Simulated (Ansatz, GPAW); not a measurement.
# GeSe with GLLB-SC from a Python script

These are simulated results from GPAW 26.7.0, not measurements. The cell began as a measured structure and was relaxed with r2SCAN+rVV10 in plane waves (Ansatz 0.2.0). All runs are without spin polarisation.

It is orthorhombic, Pnma (No. 62); a = 11.010 Å, b = 3.804 Å, c = 4.536 Å in the conventional setting, 23.75 Å³ an atom. Ge is surrounded by 3 Se at 2.56 Å; Se is surrounded by 3 Ge at 2.56 Å.

GLLB-SC is a model potential. Its fundamental gap is the Kohn-Sham gap plus a derivative discontinuity, which the script evaluates at the band edges among the listed k points. Its total energy isn't variational and serves nothing here.

The script, run.py:

```python
import json
from ase import Atoms
from gpaw import GPAW, PW, FermiDirac

atoms = Atoms(['Ge', 'Ge', 'Ge', 'Ge', 'Se', 'Se', 'Se', 'Se'],
              cell=[[11.010304, 0.0, 0.0], [0.0, 3.804331, 0.0], [0.0, 0.0, 4.536378]],
              scaled_positions=[[0.125438, 0.75, 0.886031], [0.625438, 0.75, 0.613969], [0.374562, 0.25, 0.386031], [0.874562, 0.25, 0.113969], [0.851613, 0.75, 0.4878], [0.351613, 0.75, 0.0122], [0.648387, 0.25, 0.9878], [0.148387, 0.25, 0.5122]],
              pbc=True)
calc = GPAW(mode=PW(400), xc='GLLBSC', kpts={'size': (2, 4, 4), 'gamma': True},
            occupations=FermiDirac(0.02), maxiter=100, legacy_gpaw=True, txt='gpaw.txt')
atoms.calc = calc
res = {'energy': atoms.get_potential_energy(force_consistent=True)}
res['electrons'] = calc.get_number_of_electrons()
res['k'] = calc.get_ibz_k_points().tolist()
res['levels'] = [calc.get_eigenvalues(kpt=i).tolist() for i in range(len(res['k']))]
points = [[0.0, 0.0, 0.0], [0.5, 0.0, 0.0], [0.5, 0.5, 0.0], [0.0, 0.5, 0.0], [0.0, 0.0, 0.5], [0.5, 0.0, 0.5], [0.5, 0.5, 0.5], [0.0, 0.5, 0.5]]
bands = calc.fixed_density(kpts=points, symmetry='off', nbands=round(res['electrons']) // 2 + 6, convergence={'bands': -2}, txt='bands.txt')
res['points'] = [bands.get_eigenvalues(kpt=i).tolist() for i in range(len(points))]
homo, lumo = bands.get_homo_lumo()
potential = calc.hamiltonian.xc.response.calculate_discontinuity_potential(homo, lumo)
res['discontinuity'] = bands.hamiltonian.xc.response.calculate_discontinuity(potential)
json.dump(res, open('results.json', 'w'))
print('free energy (eV):', round(res['energy'], 5))
```

Command: `python run.py`. It took 83 s on 1 thread of Arm Neoverse V1, on a shared host, peak memory 0.27 GiB.

The log gpaw.txt, trimmed of paths, versions and times, then the last line on the terminal. An iter line gives the energy in eV and the logarithms of the changes of orbitals (plane waves alone) and density (c: converged):

```
___ ___ ___ _ _ _
 |   |   |_  | | | |

 | | | | | . | | | |

 |__ |  _|___|_____|  26.7.0
 |___|_|

Input parameters:
  kpts: {gamma: True,
         size: (2, 4, 4)}
  maxiter: 100
  mode: {ecut: 400.0,
         name: pw}
  occupations: {fixmagmom: False,
                name: fermi-dirac,
                width: 0.02}
  xc: GLLBSC

System changes: positions, numbers, cell, pbc, initial_charges, initial_magmoms

Initialize ...

species:
  Ge:
    name:    Germanium
    Z:       32.0
    valence: 4
    core:    28
    charge:  0.0  # [|e|]
    compensation charges:
      type: gauss
      rc: 0.32  # [Å]
      lmax: 2
    cutoffs:
      filter: 1.77  # [Å]
      core: 3.42  # [Å]
    projectors
    | kind |    occ | energy [eV] | rcut [Å] |

    |------|--------|-------------|----------|

    |   4s |  2.000 |     -13.001 |    1.005 |

    |   4p |  2.000 |      -5.408 |    1.005 |

    |    s |        |      14.211 |    1.005 |

    |    p |        |      21.803 |    1.005 |

    |    d |        |       0.000 |    1.005 |

    Using partial waves for Ge as LCAO basis

  Se:
    name:    Selenium
    Z:       34.0
    valence: 6
    core:    28
    charge:  0.0  # [|e|]
    compensation charges:
      type: gauss
      rc: 0.27  # [Å]
      lmax: 2
    cutoffs:
      filter: 1.77  # [Å]
      core: 2.61  # [Å]
    projectors
    | kind |    occ | energy [eV] | rcut [Å] |

    |------|--------|-------------|----------|

    |   4s |  2.000 |     -19.929 |    0.847 |

    |   4p |  4.000 |      -9.440 |    1.005 |

    |    s |        |       7.282 |    0.847 |

    |    p |        |      17.771 |    1.005 |

    |    d |        |       0.000 |    0.847 |

    Using partial waves for Se as LCAO basis

Reference energy: -492451.380140  # eV

Spin-paired calculation

Convergence criteria:
 Maximum [total energy] change in last 3 cyles: 0.0005 eV / valence electron
 Maximum integral of absolute [dens]ity change: 0.0001 electrons / valence electron
 Maximum integral of absolute [eigenst]ate change: 4e-08 eV^2 / valence electron
 Maximum number of scf [iter]ations: 100
 (Square brackets indicate name in SCF output, whereas a 'c' in
 the SCF output indicates the quantity has converged.)

Symmetries present (total): 2

  ( 1  0  0)  (-1  0  0)
  ( 0  1  0)  ( 0 -1  0)
  ( 0  0  1)  ( 0  0 -1)

32 k-points: 2 x 4 x 4 Monkhorst-Pack grid + [1/4,1/8,1/8]
20 k-points in the irreducible part of the Brillouin zone
       k-points in crystal coordinates                weights
   0:     0.00000000    0.00000000    0.00000000          1/32
   1:     0.00000000    0.00000000    0.25000000          2/32
   2:     0.00000000    0.00000000    0.50000000          1/32
   3:     0.00000000    0.25000000   -0.25000000          2/32
   4:     0.00000000    0.25000000    0.00000000          2/32
   5:     0.00000000    0.25000000    0.25000000          2/32
   6:     0.00000000    0.25000000    0.50000000          2/32
   7:     0.00000000    0.50000000    0.00000000          1/32
   8:     0.00000000    0.50000000    0.25000000          2/32
   9:     0.00000000    0.50000000    0.50000000          1/32
          ...
  19:     0.50000000    0.50000000    0.50000000          1/32

Wave functions: Plane wave expansion
  Cutoff energy: 400.000 eV
  Number of coefficients (min, max): 3426, 3480
  Pulay-stress correction: 0.000000 eV/Ang^3 (de/decut=0.000000)
  Using FFTW library
  ScaLapack parameters: grid=1x1, blocksize=None
  Wavefunction extrapolation:
    Improved wavefunction reuse through dual PAW basis

Occupation numbers: Fermi-Dirac:
  width: 0.0200  # eV

Eigensolver
   Davidson(niter=2)

Densities:
  Coarse grid: 54*18*21 grid
  Fine grid: 108*36*42 grid
  Total Charge: 0.000000

Density mixing:
  Method: separate
  Backend: msr1
  Linear mixing parameter: 0.05
  old densities: 10
  Width of damping distribution: 1.1
  Damping of long wavelength oscillations: 20

Hamiltonian:
  XC and Coulomb potentials evaluated on a 108*36*42 grid
  Using the GLLBSC Exchange-Correlation functional
  External potential:
    NoExternalPotential

XC parameters: GLLBSC functional being used consists of
  -----------------------------------------------------------------------
  | Weight | Module     | Description                                   |

  -----------------------------------------------------------------------
  |  1.000 | SCREENING  | GGA_X_PBE_SOL with 2 nearest neighbor stencil |

  |  1.000 | RESPONSE   | eps=0.0500 eV                                 |

  |  1.000 | XC         | GGA_C_PBE_SOL with 2 nearest neighbor stencil |

  -----------------------------------------------------------------------

Memory estimate:
  Process memory now: 116.22 MiB
  Calculator: 58.85 MiB
    Density: 11.74 MiB
      Arrays: 4.05 MiB
      Localized functions: 4.58 MiB
      Mixer: 3.11 MiB
    Hamiltonian: 2.76 MiB
      Arrays: 2.65 MiB
      XC: 0.00 MiB
      Poisson: 0.00 MiB
      vbar: 0.11 MiB
    Wavefunctions: 44.35 MiB
      Arrays psit_nG: 29.74 MiB
      Eigensolver: 1.87 MiB
      Projections: 0.89 MiB
      Projectors: 10.01 MiB
      PW-descriptor: 1.84 MiB

Total number of cores used: 1

Number of atoms: 8
Number of atomic orbitals: 32
Number of bands in calculation: 28
Number of valence electrons: 40
Bands to converge: occupied

... initialized

Initializing position-dependent things.

Density initialized from atomic densities
Creating initial wave functions:
  28 bands from LCAO basis set

   .--------------------------.
  /|  Ge                      |

 * |               Se         |

 | |               Ge         |

 | |  Se                 Se   |

 | |        Ge                |

 | .--------Se----------------.
 |/                      Ge  /
 *--------------------------*
Positions:
   0 Ge     1.381111    2.853248    4.019372    ( 0.0000,  0.0000,  0.0000)
   1 Ge     6.886263    2.853248    2.785195    ( 0.0000,  0.0000,  0.0000)
   2 Ge     4.124041    0.951083    1.751183    ( 0.0000,  0.0000,  0.0000)
   3 Ge     9.629193    0.951083    0.517006    ( 0.0000,  0.0000,  0.0000)
   4 Se     9.376518    2.853248    2.212845    ( 0.0000,  0.0000,  0.0000)
   5 Se     3.871366    2.853248    0.055344    ( 0.0000,  0.0000,  0.0000)
   6 Se     7.138938    0.951083    4.481034    ( 0.0000,  0.0000,  0.0000)
   7 Se     1.633786    0.951083    2.323533    ( 0.0000,  0.0000,  0.0000)

Unit cell:
           periodic     x           y           z      points  spacing
  1. axis:    yes   11.010304    0.000000    0.000000    54     0.2039
  2. axis:    yes    0.000000    3.804331    0.000000    18     0.2114
  3. axis:    yes    0.000000    0.000000    4.536378    21     0.2160

  Lengths:  11.010304   3.804331   4.536378
  Angles:   90.000000  90.000000  90.000000

Effective grid spacing dv^(1/3) = 0.2104

iter:   1   -37.817847
iter:   2   -38.419641   -1.09  -0.98
iter:   3   -46.995235   -0.31  -0.93
iter:   4   -35.793592   -0.67  -0.86
iter:   5   -35.512978   -2.12  -1.15
iter:   6   -35.037418   -2.22  -1.07
iter:   7   -35.341529   -2.22  -1.12
iter:   8   -35.679510   -2.19  -1.51
iter:   9   -35.436398   -3.21  -1.90
iter:  10   -35.442506   -4.45  -2.35
iter:  11   -35.511925   -4.24  -2.36
iter:  12   -35.506994   -5.53  -3.25
iter:  13   -35.513530c  -6.26  -3.51
iter:  14   -35.511427c  -6.66  -3.82
iter:  15   -35.512815c  -6.93  -4.22c
iter:  16   -35.512675c  -7.53c -4.30c

Converged after 16 iterations.

Energy contributions relative to reference atoms: (reference = -492451.380140)

Kinetic:       +211.123428
Potential:     -201.873028
External:        +0.000000
XC:             -47.522225
Entropy (-ST):   -0.000000
Local:           +2.759150
SIC:             +0.000000
--------------------------
Free energy:    -35.512675
Extrapolated:   -35.512675

GLLBSC response reference energy: 4.78607 eV (from HOMO)

Showing only first 2 kpts
 Kpt  Band  Eigenvalues  Occupancy
  0    18      3.91523    2.00000
  0    19      4.78600    2.00000
  0    20      5.81777    0.00000
  0    21      7.39364    0.00000

  1    18      4.44704    2.00000
  1    19      4.54636    2.00000
  1    20      6.16854    0.00000
  1    21      6.53985    0.00000

Fermi level: 5.39894

Gap: 1.032 eV
Transition (v -> c):
  (s=0, k=0, n=19, [0.00, 0.00, 0.00]) -> (s=0, k=0, n=20, [0.00, 0.00, 0.00])
No difference between direct/indirect transitions

free energy (eV): -35.51267
```

The gap in the log is over the mesh alone; results.json adds the listed points. GLLB-SC gives a gap of 1.48 eV (1.032 eV Kohn-Sham over the listed points plus 0.444 eV discontinuity). On the same cell, plane-wave PBE (Ansatz, 2×6×6 k points and the special points) gives a gap of 0.83 eV and r2SCAN a gap of 1.04 eV; on shared hosts these took about 38 and 76 core-seconds on the 8-atom cell, against 83 for the script. Semilocal gaps usually lie below measured ones.

Spin-orbit coupling is left out.
